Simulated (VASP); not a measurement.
A run of VASP 6.6.1 is set up as follows.

Contents of INCAR:

```
SYSTEM = HgTe
ALGO = Normal
EDIFF = 1E-6
EDIFFG = -0.01
ENCUT = 600
GGA = PE
IBRION = 2
ISIF = 3
ISMEAR = -1
IVDW = 12
LASPH = .True.
LCHARG = .False.
LREAL = .False.
LWAVE = .False.
NELM = 80
NSW = 60
PREC = Accurate
SIGMA = 0.05
```

The input KPOINTS:

```
k-points
0
Gamma
  7 7 7
  0 0 0
```

The input POSCAR:

```
HgTe
1.0
    0.0000000000      3.2145000000      3.2145000000
    3.2145000000      0.0000000000      3.2145000000
    3.2145000000      3.2145000000      0.0000000000
Hg Te
1 1
Direct
    0.0000000000      0.0000000000      0.0000000000
    0.7500000000      0.7500000000      0.7500000000
```

Potentials or basis: VASP PAW PBE potentials, release 64 (Hg, Te).

Run with:

```sh
$ cat potpaw_PBE.64/Hg/POTCAR potpaw_PBE.64/Te/POTCAR > POTCAR
$ mpirun -np 1 vasp_std > vasp.out
```

Problem. Estimate the dispersion energy per atom.

Solution. -0.344 eV.

Problem. Estimate the relaxed cell.

Solution. a = 4.632 Å, b = 4.632 Å, c = 4.632 Å, α = 60.00°, β = 60.00°, γ = 60.00°.

Final structure:
```
Hg Te
1.0
     0.00000    3.27551    3.27551
     3.27551    0.00000    3.27551
     3.27551    3.27551    0.00000
Hg Te
1 1
Cartesian
  0.0000 0.0000 0.0000
  4.9133 4.9133 4.9133
```

 Zero-point motion and thermal expansion aren't in these numbers.
